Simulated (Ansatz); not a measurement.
# Moving the knobs of a GW run on AlN (4H polytype) (P6_3mc)

A base run on AlN (4H polytype) (P6_3mc), then changed inputs.

Program: Ansatz 0.2.0. Level of theory: G0W0 on PBE, plane waves, PAW; PAW set soft_1. Results are calculated unless marked as measured.

## 1. Set-up

The structure is hexagonal, space group P6_3mc (No. 186). The conventional cell has a = 3.120 Å, b = 3.120 Å, c = 10.110 Å, α = 90.00°, β = 90.00°, γ = 120.00°. Al has 4 N at 1.90 to 1.92 Å nearest. Nearest to Al lie 4 N at 1.90 to 1.91 Å. Nearest to N lie 4 Al at 1.91 to 1.92 Å. Nearest to N lie 4 Al at 1.90 Å. Farther neighbours and most contacts between anions are not listed.

Structure file:

```xyz
8
Lattice="3.1202 0.0000 0.0000 -1.5601 2.7022 0.0000 0.0000 0.0000 10.1102" Properties=species:S:1:pos:R:3 pbc="T T T"
Al    0.0000    0.0000   -0.0126
Al    0.0000    1.8015    2.5258
Al    0.0000    0.0000    5.0425
Al    1.5601    0.9007    7.5809
N     0.0000    0.0000    1.9029
N     0.0000    1.8015    4.4304
N     0.0000    0.0000    6.9580
N     1.5601    0.9007    9.4855
```

The structure was relaxed with PBE. The runs that relaxed it are not among those shown.

## 2. The base run: 6×6×2 mesh, 118 empty bands, screening to 72 eV, PAW set soft_1 files

Now the one-shot GW correction: screening in the RPA, then the self-energy of the levels asked for. This step takes PAW set soft_1 files.

input.yaml

```yaml
crystal:
  lattice:
    - [3.1202290047, 0.0, 0.0]
    - [-1.5601145023, 2.7021975837, 0.0]
    - [0.0, 0.0, 10.1102215084]
  atoms:
    - { symbol: Al, position: [0.0, 0.0, -0.0012500118] }
    - { symbol: Al, position: [0.3333333333, 0.6666666667, 0.2498254965] }
    - { symbol: Al, position: [0.0, 0.0, 0.4987499882] }
    - { symbol: Al, position: [0.6666666667, 0.3333333333, 0.7498254965] }
    - { symbol: "N", position: [0.0, 0.0, 0.1882176634] }
    - { symbol: "N", position: [0.3333333333, 0.6666666667, 0.4382068519] }
    - { symbol: "N", position: [0.0, 0.0, 0.6882176634] }
    - { symbol: "N", position: [0.6666666667, 0.3333333333, 0.9382068519] }
kpoints:
  mp_grid: { grid: [6, 6, 2] }
hamiltonian:
  xc: pbe
  pseudopotentials: { kind: paw, azcp: { folder: soft_1 } }
scf:
  occupations: { method: fixed }
gw:
  n_empty_bands: 118
  ecut_chi: 72
  qp_bands: [v2, c2]
  qp_kpoints: band_edges
  screening: { model: contour_deformation }
```

On the command line:

```bash
ansatz run input.yaml --threads 4 --pin off --max-ram 17510MiB --backend cpu --events-out ev --progress --plain --runs-dir out
```

Numbers of over 12 decimals in the logs are rounded to 6 here.

Output:

```text
Engine: ansatz 0.2.0, aarch64-unknown-linux-gnu
Pseudopotentials: kind: paw
Pseudopotential: Al, paw, valence charge 3, recommended cutoff 420 eV (normal), soft_1/Al.paw.azcp
Pseudopotential: N, paw, valence charge 5, recommended cutoff 420 eV (normal), soft_1/N.paw.azcp
Functional definition: PBE
  parameter kappa = 0.804
  parameter beta = 0.066725
  exchange = pbe_x(kappa = kappa, mu = beta*pi^2/3)
  correlation = pbe_c(beta = beta)
Crystal: 8 atoms, lattice volume = 85.244 Å³
Basis set: ecut = 420 eV, 1653 PW (Γ)
Bands: 24, of which v1, the nominal top of the filled ones, is band 16 counted from 1 (15 counted from 0)
Symmetry: 12 space group operations
Space group: P63mc (ITA 186), of the structure as read, at distance tolerance 4.4e-5 Å
k-points: 14 of 72
Non-local potential: Al, projectors of the file, l = 0: 2, l = 1: 2, l = 2: 1
Non-local potential: N, projectors of the file, l = 0: 2, l = 1: 2, l = 2: 1
PAW form: soft (Blöchl's): semilocal exchange-correlation on the pseudo side does not see the compensation charge
PAW one-centre angular grid: Al, 110 points (default); XC on 64 Gauss nodes
PAW one-centre angular grid: N, 110 points (default); XC on 64 Gauss nodes
Initial density: superposition of atomic densities (chi_scale 0.1, normalization cell, long waves kept (reshape's long-wave potential 0.00 eV rms))
Initial wavefunctions: pseudopotential atomic-orbital guess
Functional: x = pbe(κ = 0.804, μ = 0.219515), c = pbe(β = 0.066725)
SCF iter   1: F=—  HF=-3702.560461 eV  |F-HF|=—  |Δ(HF+E_count)|=         —  Δρ=1.35e-1  dr2=1.93e1  ethr=3.10e-3  ⟨swp⟩=4.4  Hψ=1397  notcnv=0  defer=82
preconditioner: auto → none  [insulator: Δε(μ)=5.254 eV  Ē_g=14.145 eV  n_scr=6 (ndim 8)  ℏωp=22.8 eV  f_vac=0.000  ε∞_Penn≈3.6]
SCF iter   2: F=—  HF=-3697.833567 eV  |F-HF|=—  |Δ(HF+E_count)|=    4.73e0  Δρ=7.73e-2  dr2=3.09e0  ethr=3.10e-3  ⟨swp⟩=3.1  Hψ=872  notcnv=0  defer=78
SCF iter   3: F=—  HF=-3696.970677 eV  |F-HF|=—  |Δ(HF+E_count)|=   8.63e-1  Δρ=2.31e-2  dr2=2.32e-1  ethr=3.10e-3  ⟨swp⟩=2.0  Hψ=695  notcnv=0  defer=78
SCF iter   4: F=—  HF=-3696.946061 eV  |F-HF|=—  |Δ(HF+E_count)|=   2.46e-2  Δρ=1.62e-3  dr2=1.51e-3  ethr=7.26e-4  ⟨swp⟩=2.0  Hψ=320  notcnv=0  defer=84
SCF iter   5: F=—  HF=-3696.945678 eV  |F-HF|=—  |Δ(HF+E_count)|=   3.84e-4  Δρ=8.25e-4  dr2=2.99e-4  ethr=4.72e-6  ⟨swp⟩=2.0  Hψ=504  notcnv=0  defer=84
SCF iter   6: F=—  HF=-3696.945605 eV  |F-HF|=—  |Δ(HF+E_count)|=   7.26e-5  Δρ=3.09e-4  dr2=2.98e-5  ethr=9.34e-7  ⟨swp⟩=2.1  Hψ=463  notcnv=0  defer=79
SCF iter   7: F=—  HF=-3696.945617 eV  |F-HF|=—  |Δ(HF+E_count)|=   1.22e-5  Δρ=6.58e-5  dr2=5.84e-6  ethr=9.30e-8  ⟨swp⟩=2.0  Hψ=504  notcnv=0  defer=46
[...]
E_xc         = -395.199664
  E_vxc        = -426.643726  (∫ρ·V_xc dr)
  E_paw        = -2390.999557  (= ΣΔE_a)
  E_vpaw       = -95.895380  (= ΣTr[D̂ρ^β])
  E_aug_tail   = 0.003493  (compensation charges beyond the density's cutoff)
  E_ewald      = -1176.663278
  E_smearing   = -0.000000  (= −TS)
  E_closure    = 0.000000  (closes the sum)
  Σ components = -3696.945617   (vs F -3696.945617, Δ=0.00e0)
--- Band table (eV; the first three rows and the last of 14) ---
  k-point 0: bands = [... 12 lower, 6.4740, 6.7284, 6.7284, 6.8167, 10.8232, 12.9699, 13.2506, 13.6774, ... 4 higher]
  k-point 1: bands = [... 12 lower, 6.6431, 6.6431, 6.6431, 6.6431, 11.7815, 11.7815, 13.6575, 13.6575, ... 4 higher]
  k-point 2: bands = [... 12 lower, 6.1682, 6.2058, 6.6530, 6.6760, 12.1379, 13.3229, 13.6612, 14.7705, ... 4 higher]
  k-point 13: bands = [... 12 lower, 5.4161, 5.4161, 5.5604, 5.5604, 12.4155, 12.4155, 14.3742, 14.3742, ... 4 higher]
--- G₀W₀: contour deformation, 5 samples at zero and on the imaginary axis and 1 off it, 72 q-points, 118 empty bands' worth ---
  eigenvalues of the whole cell's RPA ε∞ on this k-mesh (on a slab, of 1 + 4πα/V) = 4.4166, 4.4166, 4.5134; static W/v taken at q = 0 is 0.225031
  bands read: the sum over 134 bands ends inside a degenerate multiplet in 1 slot, whose members it reads at an even weight; the widest, k=0: bands 134 to 135 (counted from 1) at 1/2 each
  gw.qp_kpoints: band_edges: 11 of 14 stored k-points solved, in 1 pass; an edge of the gap read off the rows below is read off those points alone
    valence top: of the k-points left out ik 11 came nearest to being solved in a further pass, in band 15 (counted from 1, as in the quasiparticle table): it holds the edge there only if its correction is more favourable than any solved in that band by at least 0.842 eV; those differ by 0.249 eV
    conduction bottom: of the k-points left out ik 10 came nearest to being solved in a further pass, in band 17 (counted from 1, as in the quasiparticle table): it holds the edge there only if its correction is more favourable than any solved in that band by at least 1.046 eV; those differ by 0.457 eV
    ik  band        ε_KS         Σx   Σc(E_QP)       V_xc       Z   E_QP_lin       E_QP  E_QP is
     0    15      6.7284   -21.6336     3.5575   -17.6203  0.7838     6.2707     6.2727  root
     0    16      6.8167   -21.6190     3.5151   -17.6671  0.7840     6.3782     6.3800  root
     0    17     10.8232    -9.8066    -3.6828   -14.3866  0.8187    11.7262    11.7204  root
     0    18     12.9699    -9.4407    -4.0860   -14.6281  0.8077    14.0825    14.0713  root
     1    15      6.6431   -21.6340     3.5809   -17.5806  0.7833     6.1684     6.1705  root
     1    16      6.6431   -21.6340     3.5809   -17.5806  0.7833     6.1684     6.1705  root
     1    17     11.7815   -10.2032    -3.7056   -14.9244  0.8118    12.8051    12.7971  root
     1    18     11.7815   -10.2032    -3.7056   -14.9244  0.8118    12.8051    12.7971  root
[...]
12    15      5.3508   -20.7830     3.7100   -16.3686  0.7776     4.6407     4.6464  root
    12    16      6.0732   -21.5876     3.6665   -17.3619  0.7801     5.5108     5.5141  root
    12    17     12.6575    -6.2573    -4.0361   -11.0925  0.8167    13.4623    13.4566  root
    12    18     12.6575    -6.2573    -4.0361   -11.0925  0.8167    13.4623    13.4566  root
[key lines of the parts left out:]
SCF converged after 9 iterations
Free energy (F): -3696.945617 eV
Fermi energy:    6.816689 eV
```

Run time: 60 s. Hardware: 4 threads of Arm Neoverse V1, shared host; peak memory 0.59 GiB.

Numbers from this step:

* bands summed: 134
* RPA ε∞ on this mesh (eigenvalues): 4.417, 4.417, 4.513
* plane waves in the screening matrix: 109
* q-points in the mesh: 72
* G0W0 gap on the mesh: 5.073 eV
* k of the valence top: 0, 0, 0
* k of the conduction bottom: 0, -0.5, 0
* starting gap on the mesh: 4.007 eV
* Z at the valence top: 0.7840
* Z at the conduction bottom: 0.8291
* least direct G0W0 gap on the computed points: 5.340 eV

The gap on the mesh goes from 4.01 eV to 5.07 eV, a correction of +1.07 eV. Between the two edge states, bare exchange in place of the xc potential would open the gap by 8.37 eV, and correlation takes back 7.31 eV.

## 3. Variant: static remainder

This step: G0W0 on PBE, plane waves, norm-conserving pseudopotentials.

input.yaml: that of step 2 with these lines changed.

```diff
@@ -18,3 +18,3 @@
   xc: pbe
-  pseudopotentials: { kind: paw, azcp: { folder: soft_1 } }
+  pseudopotentials: { kind: nc }
 scf:
@@ -22,4 +22,4 @@
 gw:
-  n_empty_bands: 118
-  ecut_chi: 72
+  n_empty_bands: 89
+  ecut_chi: 100
   qp_bands: [v2, c2]
@@ -27 +27,2 @@
   screening: { model: contour_deformation }
+  static_remainder: true
```

Output:

```text
Warning: gw takes pair_densities: pseudo, which can misplace gaps by tens of per cent, since gw.static_remainder lacks the terms of the atoms
[...]
Crystal: 8 atoms, lattice volume = 85.244 Å³
Basis set: ecut = 1240 eV, 8441 PW (Γ)
Bands: 24, of which v1, the nominal top of the filled ones, is band 16 counted from 1 (15 counted from 0)
Symmetry: 12 space group operations
[...]
k-points: 14 of 72
[...]
SCF iter   1: F=—  HF=-1863.859585 eV  |F-HF|=—  |Δ(HF+E_count)|=         —  Δρ=1.42e-1  dr2=2.03e1  ethr=3.10e-3  ⟨swp⟩=5.1  Hψ=1473  notcnv=0  defer=81
[...]
SCF iter   9: F=-1858.178226 eV  HF=-1858.178225 eV  |F-HF|=5.61e-9  |Δ(HF+E_count)|=   1.03e-8  Δρ=3.49e-6  dr2=3.94e-9  ethr=3.13e-10  ⟨swp⟩=11.9  Hψ=1856  notcnv=0
SCF 1 converged in 9 iterations: F = -1858.178226 eV  dr2 = 3.94e-9
NSCF: frozen V_eff on 14 k-points
G₀W₀ screening: q 1/14
[... further progress lines ...]
SCF converged after 9 iterations
Free energy (F): -1858.178226 eV
[...]
Internal energy: -1858.178226 eV  (E = F + TS)
E sigma→0 (E₀):  -1858.178226 eV
Fermi energy:    6.804240 eV
[...]
--- Band table (eV; the first three rows and the last of 14) ---
  k-point 0: bands = [... 12 lower, 6.4595, 6.7160, 6.7160, 6.8042, 10.8108, 12.9501, 13.2323, 13.6470, ... 4 higher]
  k-point 1: bands = [... 12 lower, 6.6299, 6.6299, 6.6299, 6.6299, 11.7676, 11.7676, 13.6301, 13.6301, ... 4 higher]
  k-point 2: bands = [... 12 lower, 6.1516, 6.1896, 6.6392, 6.6622, 12.1229, 13.3034, 13.6408, 14.7457, ... 4 higher]
  k-point 13: bands = [... 12 lower, 5.3946, 5.3946, 5.5406, 5.5406, 12.3955, 12.3955, 14.3634, 14.3634, ... 4 higher]
[...]
static-remainder magnitude (band-truncation diagnostic): 1.0690 eV
[...]
0    15      6.7160   -20.9276     3.1026   -16.9383  0.7813     5.8215     5.8293  root
     0    16      6.8042   -20.9056     3.0583   -16.9769  0.7814     5.9265     5.9339  root
     0    17     10.8108    -8.0384    -3.9095   -12.4489  0.8151    11.3135    11.3118  root
     0    18     12.9501    -7.7622    -4.3855   -12.7997  0.8052    13.6057    13.6020  root
     1    15      6.6299   -20.9004     3.1340   -16.8654  0.7808     5.7207     5.7289  root
     1    16      6.6299   -20.9004     3.1340   -16.8654  0.7808     5.7207     5.7289  root
     1    17     11.7676    -8.5902    -3.9985   -13.1740  0.8087    12.3554    12.3529  root
     1    18     11.7676    -8.5902    -3.9985   -13.1740  0.8087    12.3554    12.3529  root
[...]
12    15      5.3293   -19.8048     3.3777   -15.3506  0.7753     4.2390     4.2529  root
    12    16      6.0541   -20.6290     3.2731   -16.3781  0.7774     5.0659     5.0763  root
    12    17     12.6405    -5.5956    -4.2685   -10.3909  0.8163    13.1697    13.1673  root
    12    18     12.6405    -5.5956    -4.2685   -10.3909  0.8163    13.1697    13.1673  root
```

Wall time 54 s (4 threads); peak memory 1.1 GiB; 3.5 min of CPU time.

Against the base:

```tsv
setting	base	variant
files	PAW set soft_1	norm-conserving
empty bands	118	89
screening cutoff (eV)	72	100
static remainder	-	true
```

```tsv
quantity	variant	base
starting gap on the mesh	4.002	4.007
G0W0 gap on the mesh	5.255	5.073
least direct G0W0 gap on the computed points	5.378	5.340
Z at the valence top	0.781	0.784
Z at the conduction bottom	0.828	0.829
```

## 4. What came out

```json
{"base": "5.07 eV, 60 s", "static remainder": "5.26 eV, 54 s"}
```

**Reading.** Static remainder: the gap moves by +0.18 eV (the plane-wave cutoff goes from 420 to 1240 eV); such settings are too crude to quote. The variant differs from the base in files, empty bands, screening cutoff and static remainder together, so the change can't be laid to one of them. This option needs pseudo pair densities, which the log warns can misplace gaps. All runs here use a coarse mesh and modest cutoffs; they test settings and are not final values.

[Paths, hosts, dates, memory and timing lines, banners, echoed tables and standing remarks are left out of the program output.]

[Logs are printed without paths, hosts, clocks, repeated set-up lines and the standing remarks that a program may print on its own settings, such as how far it seeks lower states.]

[Runs of the session that timed out or met a known fault of the program may be left out.]

[Cells called generated may have been cut or substituted from an entry of the Crystallography Open Database or the Materials Project.]

[Hosts, paths, dates, database ids (printed as entryN), source tags and the programs' standing remarks are cut or masked in the printed files.]
